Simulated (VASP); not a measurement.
# PtSe2 (Sudovikovite) (P-3m1) in VASP: relaxation of cell and atoms with PBE+D3(BJ)

Aim: the relaxation of cell and atoms of PtSe2 (Sudovikovite) with PBE+D3(BJ).

Everything below comes from runs of VASP 6.6.1. Logs are shortened: lines on timing, memory, paths and dates and some standing lists are left out, and cuts for length are marked.

### 1 The crystal as given

The structure is trigonal, space group P-3m1 (No. 164). The conventional cell has a = 3.770 Å, b = 3.770 Å, c = 4.812 Å, α = 90.00°, β = 90.00°, γ = 120.00°. Around Pt (site symmetry -3m) lie 6 Se at 2.53 Å. Around Se (site symmetry 3m) lie 3 Pt at 2.53 Å.

### 2 Relaxation of cell and atoms, PBE+D3(BJ)

Input file INCAR:

```
ALGO = Normal
EDIFF = 1E-7
EDIFFG = -0.005
ENCUT = 600
GGA = PE
IBRION = 2
ISIF = 3
ISMEAR = 0
IVDW = 12
KPAR = 2
LASPH = True
LCHARG = False
LREAL = False
LWAVE = False
NELM = 80
NSW = 90
PREC = Accurate
SIGMA = 0.03
```

Input file KPOINTS:

```
k-points
0
Gamma
  9 9 5
```

Input file POSCAR:

```
PtSe2                                   
1.0
    3.7698145520     -0.0000000000      0.0000000000
   -1.8849072760      3.2647551696      0.0000000000
   -0.0000000000      0.0000000000      4.8122564333
  Pt              Se            
     1     2
Direct
     0.0000000000000000    0.0000000000000000    0.0000000000000000
     0.3333333332999970    0.6666666667000030    0.2666359101060591
     0.6666666667000030    0.3333333332999970    0.7333640898939411
```

Potentials or basis: VASP PAW PBE potentials, release 64 (Pt, Se).

Started as:

```console
$ cat potpaw_PBE.64/Pt/POTCAR potpaw_PBE.64/Se/POTCAR > POTCAR
$ mpirun -np 2 vasp_std > vasp.out
```

OUTCAR:

```text
EDIFF = 1E-7
   EDIFFG = -0.005
   ENCUT = 600
   GGA = PE
   IBRION = 2
   ISIF = 3
   ISMEAR = 0
   IVDW = 12
   LASPH = True
   LREAL = False
   NELM = 80
   NSW = 90
   PREC = Accurate
 IVDW          = 12

 ion  position               nearest neighbor table
   1  0.000  0.000  0.000-   2 2.53   3 2.53   3 2.53   2 2.53   3 2.53   2 2.53
   2  0.333  0.667  0.267-   1 2.53   1 2.53   1 2.53
   3  0.667  0.333  0.733-   1 2.53   1 2.53   1 2.53

  LATTYP: Found a hexagonal cell.
 ALAT       =     3.7698145520
 C/A-ratio  =     1.2765233851

  Lattice vectors:

 A1 = (   3.7698145520,   0.0000000000,   0.0000000000)
 A2 = (  -1.8849072760,   3.2647551696,   0.0000000000)
 A3 = (   0.0000000000,   0.0000000000,   4.8122564333)

Analysis of symmetry for initial positions (statically):
=====================================================================
 Subroutine PRICEL returns:
 Original cell was already a primitive cell.

 Routine SETGRP: Setting up the symmetry group for a
 hexagonal supercell.

 Subroutine GETGRP returns: Found 12 space group operations
 (whereof 12 operations were pure point group operations)
 out of a pool of 24 trial point group operations.

The static configuration has the point symmetry D_3d.

Analysis of symmetry for dynamics (positions and initial velocities):
=====================================================================
 Subroutine PRICEL returns:
 Original cell was already a primitive cell.

 Routine SETGRP: Setting up the symmetry group for a
 hexagonal supercell.

 Subroutine GETGRP returns: Found 12 space group operations
 (whereof 12 operations were pure point group operations)
 out of a pool of 24 trial point group operations.

The dynamic configuration has the point symmetry D_3d.

 Subroutine INISYM returns: Found 12 space group operations
 (whereof 12 operations are pure point group operations),
 and found     1 'primitive' translations

----------------------------------------------------------------------------------------

                                     Primitive cell

  volume of cell :      59.2269

  direct lattice vectors                    reciprocal lattice vectors
     3.769814552  0.000000000  0.000000000     0.265265038  0.153150841  0.000000000
    -1.884907276  3.264755170  0.000000000     0.000000000  0.306301682  0.000000000
     0.000000000  0.000000000  4.812256433     0.000000000  0.000000000  0.207802725

  length of vectors
     3.769814552  3.769814552  4.812256433     0.306301682  0.306301682  0.207802725

  position of ions in fractional coordinates (direct lattice)
     0.000000000  0.000000000  0.000000000
     0.333333333  0.666666667  0.266635910
     0.666666667  0.333333333  0.733364090

  ion indices of the primitive-cell ions
   primitive index   ion index
                 1           1
                 2           2
                 3           3

----------------------------------------------------------------------------------------

 KPOINTS: k-points

Automatic generation of k-mesh.
 Grid dimensions read from file:
 generate k-points for:    9    9    5

 Generating k-lattice:

  Cartesian coordinates                     Fractional coordinates (reciprocal lattice)
     0.029473893  0.017016760  0.000000000     0.111111111 -0.000000000  0.000000000
     0.000000000  0.034033520  0.000000000     0.000000000  0.111111111  0.000000000
     0.000000000  0.000000000  0.041560545     0.000000000  0.000000000  0.200000000

  Length of vectors
     0.034033520  0.034033520  0.041560545

  Shift w.r.t. Gamma in fractional coordinates (k-lattice)
     0.000000000  0.000000000  0.000000000

 Subroutine IBZKPT returns following result:
 ===========================================

 Found     50 irreducible k-points:

 Following reciprocal coordinates:
            Coordinates               Weight
  0.000000  0.000000  0.000000      1.000000
  0.111111  0.000000  0.000000      6.000000
  0.222222  0.000000  0.000000      6.000000
  0.333333  0.000000  0.000000      6.000000
  0.444444  0.000000  0.000000      6.000000
  0.111111  0.111111  0.000000      6.000000
[... 16 lines left out ...]
  0.222222  0.111111  0.200000     12.000000
 -0.111111  0.333333  0.200000     12.000000
 [... further k-points ...]
   k-points           NKPTS =     50   k-points in BZ     NKDIM =     50   number of bands    NBANDS=     15
   number of dos      NEDOS =    301   number of ions     NIONS =      3
   total plane-waves  NPLWV =  36000
   dimension x,y,z NGX =    30 NGY =   30 NGZ =   40
   dimension x,y,z NGXF=    60 NGYF=   60 NGZF=   80
   ions per type =               1   2
   NGX,Y,Z   is equivalent  to a cutoff of  13.23, 13.23, 13.82 a.u.
   NGXF,Y,Z  is equivalent  to a cutoff of  26.46, 26.46, 27.64 a.u.
 SYSTEM =  unknown system
   PREC   = accura    normal or accurate (medium, high low for compatibility)
   ISTART =      0    job   : 0-new  1-cont  2-samecut
   ICHARG =      2    charge: 1-file 2-atom 10-const
   ISPIN  =      1    spin polarized calculation?
   LNONCOLLINEAR =      F non collinear calculations
   LSORBIT =      F    spin-orbit coupling
   LASPH  =      T    aspherical Exc in radial PAW
   ENCUT  =  600.0 eV  44.10 Ry    6.64 a.u.   7.53  7.53  9.61*2*pi/ulx,y,z
   NELM   =     80;   NELMIN=  2; NELMDL= -5     # of ELM steps
   EDIFF  = 0.1E-06   stopping-criterion for ELM
   LREAL  =      F    real-space projection
   EDIFFG = -.5E-02   stopping-criterion for IOM
   NSW    =     90    number of steps for IOM
   IBRION =      2    ionic relax: 0-MD 1-quasi-New 2-CG
   NFREE  =      1    steps in history (QN), initial steepest desc. (CG)
   ISIF   =      3    stress and relaxation
   ISYM   =      2    0-nonsym 1-usesym 2-fastsym
   POTIM  = 0.5000    time-step for ionic-motion
   TEBEG  =    0.0;   TEEND  =   0.0 temperature during run
   PSTRESS=    0.0 pullay stress
   NELECT =      22.0000    total number of electrons
   NUPDOWN=      -1.0000    fix difference up-down
   EMIN   =  10.00;   EMAX   =-10.00  energy-range for DOS
   EFERMI =   0.00;   METHOD = LEGACY
   ISMEAR =     0;   SIGMA  =   0.03  broadening in eV -4-tet -1-fermi 0-gaus
   EFERMI_NEDOS =   21; number of points for ismear=-14 and -15
   IALGO  =     38    algorithm
   IMIX   =      4    mixing-type and parameters
     AMIX     =   0.40;   BMIX     =  1.00
     AMIX_MAG =   1.60;   BMIX_MAG =  1.00
  volume/ion in A,a.u.               =      19.74       133.23
  Fermi-wavevector in a.u.,A,eV,Ry     =   1.176818  2.223863 18.842714  1.384900
  Thomas-Fermi vector in A             =   2.313175
   LORBIT       =      0    0 simple, 1 ext, 2 COOP (PROOUT), +10 PAW based schemes
   GGA     = PE    functional components
   LHFCALC =     F    Hartree Fock is set to
   AEXX    =    0.0000 exact exchange contribution
   IVDW    =    12    specifies the selected vdW correction
   LEPSILON=     F    determine dielectric tensor
   LRPA    =     F    only Hartree local field effects (RPA)
 conjugate gradient relaxation of ions
 non-spin polarized calculation
 Gauss-broadening in eV      SIGMA  =   0.03
  energy-cutoff  :      600.00
  volume of cell :       59.23
 maximum number of plane-waves:      1994
 NGX is ok and might be reduce to    30
   NGX = 15   NGY = 15   NGZ = 19

--------------------------------------- Ionic step        1  -------------------------------------------

 number of electron      22.0000002 magnetization

 Free energy of the ion-electron system (eV)
  ---------------------------------------------------
  ext. energy  EPLUGINS =         0.00000000
  ---------------------------------------------------
  free energy    TOTEN  =       -14.19058094 eV

  energy without entropy =      -14.18976008  energy(sigma->0) =      -14.19017051

------------------------ aborting loop because EDIFF is reached ----------------------------------------

 Edisp (eV)   -1.47489

 E8    (eV) :    -0.6337

  FORCE on cell =-STRESS in cart. coord.  units (eV):
  Direction    XX          YY          ZZ          XY          YZ          ZX
  --------------------------------------------------------------------------------------
  -------------------------------------------------------------------------------------
  Total      -0.00126    -0.00126     0.02930     0.00000     0.00000     0.00000
  in kB      -0.03403    -0.03403     0.79249     0.00000     0.00000     0.00000
  external pressure =        0.24 kB  Pullay stress =        0.00 kB
[... 145 lines left out ...]
  energy  without entropy=      -15.6646718064  energy(sigma->0) =      -15.66507491

--------------------------------------- Ionic step        5  -------------------------------------------

 number of electron      22.0000002 magnetization

 Free energy of the ion-electron system (eV)
  ---------------------------------------------------
  ext. energy  EPLUGINS =         0.00000000
  ---------------------------------------------------
  free energy    TOTEN  =       -14.19182570 eV

  energy without entropy =      -14.19102801  energy(sigma->0) =      -14.19142686

 E-fermi :   6.7627     XC(G=0): -10.8377

 val. band max:        6.7565692405   @ k =   0.0000   0.2222   0.2000
 cond. band min:       6.7669191184   @ k =  -0.1111   0.4444   0.2000
 fundamental gap:      0.0103498779
 Fermi energy:         6.7627189504

 k-point     1 :       0.0000    0.0000    0.0000
  band No.  band energies     occupation
      1      -8.9383      2.00000
      2      -5.8301      2.00000
      3      -0.3913      2.00000
      4       0.5231      2.00000
      5       0.5231      2.00000
      6       2.9536      2.00000
      7       2.9536      2.00000
      8       4.2586      2.00000
      9       5.7407      2.00000
     10       5.7407      2.00000
     11       7.5286      0.00000
     12       7.7898      0.00000
     13       7.7898      0.00000
     14      10.0997      0.00000
     15      10.8547      0.00000
[... 397 lines left out ...]
 k-point    24 :      -0.1111    0.3333    0.2000
  band No.  band energies     occupation
      1      -7.9645      2.00000
      2      -6.4300      2.00000
      3       0.0867      2.00000
      4       0.7789      2.00000
      5       1.0903      2.00000
      6       1.9228      2.00000
      7       2.5798      2.00000
      8       3.4115      2.00000
      9       4.4946      2.00000
     10       4.9046      2.00000
     11       6.1666      2.00000
     12       7.0572      0.00000
     13       8.0965      0.00000
     14      11.3041      0.00000
     15      12.8722      0.00000

 [... further k-points ...]

------------------------ aborting loop because EDIFF is reached ----------------------------------------

 Edisp (eV)   -1.47366

 E8    (eV) :    -0.6332

  FORCE on cell =-STRESS in cart. coord.  units (eV):
  Direction    XX          YY          ZZ          XY          YZ          ZX
  --------------------------------------------------------------------------------------
  -------------------------------------------------------------------------------------
  Total       0.00694     0.00694     0.00297    -0.00000    -0.00000    -0.00000
  in kB       0.18763     0.18763     0.08037    -0.00000    -0.00000    -0.00000
  external pressure =        0.15 kB  Pullay stress =        0.00 kB
[... 18 lines left out ...]
  FREE ENERGIE OF THE ION-ELECTRON SYSTEM (eV)
  ---------------------------------------------------
  free  energy   TOTEN  =       -15.6654859542 eV

  energy  without entropy=      -15.6646882703  energy(sigma->0) =      -15.66508711

 reached required accuracy - stopping structural energy minimisation
```

It took 72 s on 2 MPI ranks of AMD EPYC 9R14 (Zen 4), shared host; peak memory 0.21 GiB.

Results:

| Item | Value |
| --- | --- |
| Free energy | -15.6655 eV |
| Relaxed volume | 19.76 Å³/atom |
| Relaxed cell | a = 3.768 Å, b = 3.768 Å, c = 4.820 Å, α = 90.00°, β = 90.00°, γ = 120.00° |
| Space group after relaxing (to 0.05 Å) | P-3m1 (No. 164) |
| Energy gained by relaxing | 0.0 meV/atom |
| Ionic steps | 5 |
| Pressure after relaxing | 0.0 GPa |
| Largest force after relaxing | 0.004 eV/Å |
| Band gap on the k mesh | none (metal or under the smearing width) |
| Dispersion energy per atom | -0.491 eV |

Forces in eV/Å, atoms in the order of the input:
```
Pt   0.000  0.000  0.000
Se   0.000  0.000 -0.004
Se   0.000  0.000  0.004
```

Final structure:
```cif
data_structure
_symmetry_space_group_name_H-M 'P 1'
_symmetry_Int_Tables_number 1
_cell_length_a 3.7683
_cell_length_b 3.7683
_cell_length_c 4.8198
_cell_angle_alpha 90.000
_cell_angle_beta 90.000
_cell_angle_gamma 120.000
_cell_volume 59.27
loop_
_atom_site_label
_atom_site_type_symbol
_atom_site_fract_x
_atom_site_fract_y
_atom_site_fract_z
_atom_site_occupancy
Pt1 Pt 0.00000 0.00000 0.00000 1
Se1 Se 0.33333 0.66667 0.26651 1
Se2 Se 0.66667 0.33333 0.73349 1
```

Caveat: pairwise dispersion overbinds metals, which lowers pressure and volume.
